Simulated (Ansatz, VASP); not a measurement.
## KBr in VASP and in Ansatz

```xyz
2
Lattice="0.0000 3.2745 3.2745 3.2745 0.0000 3.2745 3.2745 3.2745 0.0000" Properties=species:S:1:pos:R:3 pbc="T T T"
K     0.0000    0.0000    0.0000
Br    3.2745    3.2745    3.2745
```

The cell was built by a generator and isn't the measured one.

Alike in both runs: task single point; functional PBEsol; k mesh 4 × 4 × 4; occupations gaussian, width 0.05 eV; no spin polarisation.

```csv
,VASP,Ansatz
version,VASP 6.6.1,Ansatz 0.2.0
potentials or method,"VASP PAW PBE potentials, release 64 (K_sv, Br)","scalar-relativistic, plane waves, PAW"
plane-wave cutoff (eV),520,420
valence electrons in the cell,16,16
```

Ansatz gave:

- gap on the k mesh at the Fermi level (eV): 4.34
- least direct gap on the mesh (eV): 4.34
- pressure (GPa): 0.0

What did VASP give for the same quantities?

gap on the k mesh at the Fermi level (eV): 4.34; least direct gap on the mesh (eV): 4.34; pressure (GPa): 0.1.

The functional is the same, so the differences come from potentials, cutoffs and numerics.

Caveats: the PAW data sets were made with another functional, which shifts forces and pressure a little (VASP). A hybrid or GW would open this gap; PBEsol tends to underestimate it.
